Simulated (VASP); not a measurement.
# K (Im-3m) in VASP: settings compared

The runs below take K through single point, electron localisation function, with LDA, revPBE+D3(BJ), RPBE.

Everything below comes from runs of VASP 6.6.1. Logs are shortened: lines on timing, memory, paths and dates and some standing lists are left out, and cuts for length are marked.

### 1 The crystal as given

It takes space group Im-3m (No. 229, cubic). The conventional cell has a = 5.395 Å, b = 5.395 Å, c = 5.395 Å, α = 90.00°, β = 90.00°, γ = 90.00°.

### 2 Single point, LDA

Input file INCAR:

```
SYSTEM = K
PREC     = Accurate       ! precision mode
ENCUT    = 520            ! plane-wave cutoff, eV
EDIFF    = 1E-6           ! SCF threshold, eV
ISMEAR   = 0              ! smearing method
SIGMA    = 0.1            ! smearing width, eV
LREAL    = .False.        ! projectors in reciprocal space
LASPH    = .True.         ! aspherical terms in the spheres
NELM     = 100            ! most SCF steps
ALGO     = Normal         ! electronic algorithm
ISIF     = 2              ! what is computed and relaxed
LWAVE    = .False.        ! write WAVECAR
LCHARG   = .True.         ! write CHGCAR
LELF     = .True.         ! ELF
LVHAR    = .True.
```

Input file KPOINTS:

```
Automatic mesh
0
Gamma
  7 7 7
  0 0 0
```

Input file POSCAR:

```
K
1.0
   -2.6975585167      2.6975585167      2.6975585167
    2.6975585167     -2.6975585167      2.6975585167
    2.6975585167      2.6975585167     -2.6975585167
K
1
Cartesian
    0.0000000000      0.0000000000      0.0000000000
```

Potentials or basis: VASP PAW LDA potentials, release 54 (K_sv).

The run is started by

```console
$ cat potpaw_LDA.54/K_sv/POTCAR > POTCAR
$ mpirun -np 1 vasp_std > vasp.out
```

OUTCAR:

```text
SYSTEM = K
   PREC = Accurate
   ENCUT = 520
   EDIFF = 1E-6
   ISMEAR = 0
   LREAL = .False.
   LASPH = .True.
   NELM = 100
   ISIF = 2

 ion  position               nearest neighbor table
   1  0.000  0.000  0.000-

  LATTYP: Found a body centered cubic cell.
 ALAT       =     5.3951170334

  Lattice vectors:

 A1 = (  -2.6975585167,   2.6975585167,   2.6975585167)
 A2 = (   2.6975585167,  -2.6975585167,   2.6975585167)
 A3 = (   2.6975585167,   2.6975585167,  -2.6975585167)

Analysis of symmetry for initial positions (statically):
=====================================================================
 Subroutine PRICEL returns:
 Original cell was already a primitive cell.

 Routine SETGRP: Setting up the symmetry group for a
 body centered cubic supercell.

 Subroutine GETGRP returns: Found 48 space group operations
 (whereof 48 operations were pure point group operations)
 out of a pool of 48 trial point group operations.

The static configuration has the point symmetry O_h .

Analysis of symmetry for dynamics (positions and initial velocities):
=====================================================================
 Subroutine PRICEL returns:
 Original cell was already a primitive cell.

 Routine SETGRP: Setting up the symmetry group for a
 body centered cubic supercell.

 Subroutine GETGRP returns: Found 48 space group operations
 (whereof 48 operations were pure point group operations)
 out of a pool of 48 trial point group operations.

The dynamic configuration has the point symmetry O_h .

 Subroutine INISYM returns: Found 48 space group operations
 (whereof 48 operations are pure point group operations),
 and found     1 'primitive' translations

----------------------------------------------------------------------------------------

                                     Primitive cell

  volume of cell :      78.5186

  direct lattice vectors                    reciprocal lattice vectors
    -2.697558517  2.697558517  2.697558517     0.000000000  0.185352791  0.185352791
     2.697558517 -2.697558517  2.697558517     0.185352791  0.000000000  0.185352791
     2.697558517  2.697558517 -2.697558517     0.185352791  0.185352791  0.000000000

  length of vectors
     4.672308407  4.672308407  4.672308407     0.262128431  0.262128431  0.262128431

[... 72 lines left out ...]
   NELM   =    100;   NELMIN=  2; NELMDL= -5     # of ELM steps
   EDIFF  = 0.1E-05   stopping-criterion for ELM
   LREAL  =      F    real-space projection
   EDIFFG = 0.1E-04   stopping-criterion for IOM
   NSW    =      0    number of steps for IOM
   IBRION =     -1    ionic relax: 0-MD 1-quasi-New 2-CG
   NFREE  =      0    steps in history (QN), initial steepest desc. (CG)
   ISIF   =      2    stress and relaxation
   ISYM   =      2    0-nonsym 1-usesym 2-fastsym
   POTIM  = 0.5000    time-step for ionic-motion
   TEBEG  =    0.0;   TEEND  =   0.0 temperature during run
   PSTRESS=    0.0 pullay stress
   NELECT =       9.0000    total number of electrons
   NUPDOWN=      -1.0000    fix difference up-down
   EMIN   =  10.00;   EMAX   =-10.00  energy-range for DOS
   EFERMI =   0.00;   METHOD = LEGACY
   ISMEAR =     0;   SIGMA  =   0.10  broadening in eV -4-tet -1-fermi 0-gaus
   EFERMI_NEDOS =   21; number of points for ismear=-14 and -15
   IALGO  =     38    algorithm
   IMIX   =      4    mixing-type and parameters
     AMIX     =   0.40;   BMIX     =  1.00
     AMIX_MAG =   1.60;   BMIX_MAG =  1.00
  volume/ion in A,a.u.               =      78.52       529.87
  Fermi-wavevector in a.u.,A,eV,Ry     =   0.795240  1.502785  8.604411  0.632406
  Thomas-Fermi vector in A             =   1.901529
   LORBIT       =      0    0 simple, 1 ext, 2 COOP (PROOUT), +10 PAW based schemes
   GGA     = CA    functional components
   LHFCALC =     F    Hartree Fock is set to
   AEXX    =    0.0000 exact exchange contribution
   IVDW    =     0    specifies the selected vdW correction
   LEPSILON=     F    determine dielectric tensor
   LRPA    =     F    only Hartree local field effects (RPA)
 non-spin polarized calculation
 Gauss-broadening in eV      SIGMA  =   0.10
  energy-cutoff  :      520.00
  volume of cell :       78.52
 maximum number of plane-waves:      2128
   NGX = 17   NGY = 17   NGZ = 17

 number of electron       8.9999999 magnetization

 Free energy of the ion-electron system (eV)
  ---------------------------------------------------
  ext. energy  EPLUGINS =         0.00000000
  ---------------------------------------------------
  free energy    TOTEN  =        -1.13566074 eV

  energy without entropy =       -1.13116037  energy(sigma->0) =       -1.13341055

 E-fermi :  -0.4483     XC(G=0):  -5.7041

 val. band max:       -0.5091674092   @ k =  -0.2857   0.4286   0.1429
 cond. band min:      -0.3173083812   @ k =  -0.4286   0.4286   0.1429
 fundamental gap:      0.1918590280
 Fermi energy:        -0.4482632825

 k-point     1 :       0.0000    0.0000    0.0000
  band No.  band energies     occupation
      1     -32.3067      2.00000
      2     -15.9902      2.00000
      3     -15.9902      2.00000
      4     -15.9902      2.00000
      5      -2.5116      2.00000
      6       3.6538      0.00000
      7       3.6538      0.00000
      8       3.6538      0.00000
[... 199 lines left out ...]
 k-point    20 :      -0.4286    0.4286    0.4286
  band No.  band energies     occupation
      1     -32.3012      2.00000
      2     -16.0304      2.00000
      3     -16.0288      2.00000
      4     -16.0288      2.00000
      5       0.9404      0.00000
      6       1.3646      0.00000
      7       2.8247      0.00000
      8       2.8351      0.00000

------------------------ aborting loop because EDIFF is reached ----------------------------------------

  FORCE on cell =-STRESS in cart. coord.  units (eV):
  Direction    XX          YY          ZZ          XY          YZ          ZX
  --------------------------------------------------------------------------------------
  -------------------------------------------------------------------------------------
  Total       -0.3098140     -0.3098140     -0.3098140      0.0000000      0.0000000     -0.0000000
  in kB       -6.3217739     -6.3217739     -6.3217739      0.0000000      0.0000000     -0.0000000
  external PRESSURE =      -6.3217739 kB  Pullay stress =       0.0000000 kB

 VOLUME and BASIS-vectors are now :
 -----------------------------------------------------------------------------
  energy-cutoff  :      520.00
  volume of cell :       78.52
      direct lattice vectors                 reciprocal lattice vectors
    -2.697558517  2.697558517  2.697558517     0.000000000  0.185352791  0.185352791
     2.697558517 -2.697558517  2.697558517     0.185352791  0.000000000  0.185352791
     2.697558517  2.697558517 -2.697558517     0.185352791  0.185352791  0.000000000

 POSITION                                       TOTAL-FORCE (eV/Angst)
 -----------------------------------------------------------------------------------
      0.00000      0.00000      0.00000         0.000000     -0.000000      0.000000
 -----------------------------------------------------------------------------------
    total drift:                               -0.000000     -0.000000     -0.000000

  FREE ENERGIE OF THE ION-ELECTRON SYSTEM (eV)
  ---------------------------------------------------
  free  energy   TOTEN  =        -1.1356607391 eV

  energy  without entropy=       -1.1311603689  energy(sigma->0) =       -1.13341055
```

stdout:

```text
POSCAR found type information on POSCAR K
 POSCAR found :  1 types and       1 ions
 scaLAPACK will be used
 LDA part: xc-table for (Slater(with rela. corr.)+CA(PZ))
 , standard interpolation
 POSCAR, INCAR and KPOINTS ok, starting setup
 FFT: planning ... GRIDC
 FFT: planning ... GRID_SOFT
 FFT: planning ... GRID
 WAVECAR not read
 entering main loop
```

Wall time 10 s (1 thread of AMD EPYC 7R43 (Zen 3), shared host); peak memory 0.13 GiB.

Results:

```yaml
Free_energy: -1.1357 eV
Pressure: -0.6 GPa
Band_gap_on_the_k_mesh: none (metal or under the smearing width)
```

### 3 Single point, LDA

Input file run.py:

```python
from ase.calculators.vasp import Vasp
from ase.dft.bandgap import bandgap
from ase.spacegroup import crystal

atoms = crystal(
    ['K'],
    basis=[[0.0, 0.0, 0.0]],
    spacegroup=229,
    setting=1,
    cellpar=[5.39511703, 5.39511703, 5.39511703, 90.0, 90.0, 90.0],
    primitive_cell=True,
)
calc = Vasp(
    directory='calc',
    xc='lda',
    pp='LDA',
    setups='recommended',
    pp_version='54',
    prec='Accurate',
    encut=520,
    ediff=1e-06,
    ismear=0,
    sigma=0.1,
    lreal=False,
    lasph=True,
    nelm=80,
    algo='Normal',
    isif=2,
    lwave=False,
    lcharg=False,
    kpts=[7, 7, 7],
    gamma=True,
)
atoms.calc = calc

print('energy (eV):', atoms.get_potential_energy())
print('free energy (eV):', atoms.get_potential_energy(force_consistent=True))
print('forces (eV/A):')
print(atoms.get_forces())
print('stress (eV/A^3, Voigt):', atoms.get_stress())
print('Fermi level (eV):', calc.get_fermi_level())
gap, top, bottom = bandgap(calc)
print('band gap (eV):', gap, 'from (spin, k, band)', top, 'to', bottom)
```

Potentials or basis: VASP PAW LDA potentials, release 54 (K_sv).

The run is started by

```console
$ python run.py
```

The program printed:

```text
energy (eV): -1.13341055
free energy (eV): -1.13566074
forces (eV/A):
[[-0.  0.  0.]]
stress (eV/A^3, Voigt): [ 0.00394574  0.00394574  0.00394574  0.          0.         -0.        ]
Fermi level (eV): -0.44826328
band gap (eV): 0.0 from (spin, k, band) (None, None, None) to (None, None, None)
```

OUTCAR:

```text
ENCUT = 520.000000
   EDIFF = 1.00e-06
   PREC = Accurate
   ISIF = 2
   ISMEAR = 0
   NELM = 80
[... 429 lines left out ...]
 POSITION                                       TOTAL-FORCE (eV/Angst)
 -----------------------------------------------------------------------------------
      0.00000      0.00000      0.00000        -0.000000      0.000000      0.000000
 -----------------------------------------------------------------------------------
    total drift:                               -0.000000     -0.000000      0.000000

  FREE ENERGIE OF THE ION-ELECTRON SYSTEM (eV)
  ---------------------------------------------------
  free  energy   TOTEN  =        -1.1356607397 eV

  energy  without entropy=       -1.1311603695  energy(sigma->0) =       -1.13341055
```

INCAR:

```text
ENCUT = 520.000000
SIGMA = 0.100000
EDIFF = 1.00e-06
ALGO = Normal
PREC = Accurate
ISIF = 2
ISMEAR = 0
NELM = 80
LASPH = .TRUE.
LCHARG = .FALSE.
LWAVE = .FALSE.
LREAL = .FALSE.
```

It took 11 s on 1 thread of AMD EPYC 7R43 (Zen 3), shared host; peak memory 0.13 GiB.

What came out:

```
Free energy            : -1.1357 eV
Pressure               : -0.6 GPa
Band gap on the k mesh : none (metal or under the smearing width)
```

[end of part 1 of 2]
